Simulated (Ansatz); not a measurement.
Ge:

```
Ge
1.0
     1.48805   -2.59469    0.00000
     1.48805    2.59469    0.00000
     0.00000    0.00000    4.72760
Ge
2
Direct
  0.33345 0.66655 0.25000
  0.66655 0.33345 0.75000
```

This isn't the form of Ge at room conditions, which is diamond.

Base run:

```yaml
Program: Ansatz 0.2.0
Functional: LDA
Potentials_or_basis: all-electron LAPW, scalar-relativistic
Cutoff: 200 eV (chosen from the basis error)
Basis_error_allowed: 0.001 eV/atom
k_mesh: 10 × 10 × 6
Occupations: gaussian, width 0.1 eV
Spin: no spin polarisation
```

Its results: band gap on the k mesh none (metal or under the smearing width); pressure -1.2 GPa.

Question: The run is repeated on the same cell with these changes: functional from LDA to PBE; occupations from gaussian, width 0.1 eV to gaussian, width 0.05 eV. What comes out?

Answer: Band gap on the k mesh none (metal or under the smearing width); pressure 4.4 GPa.
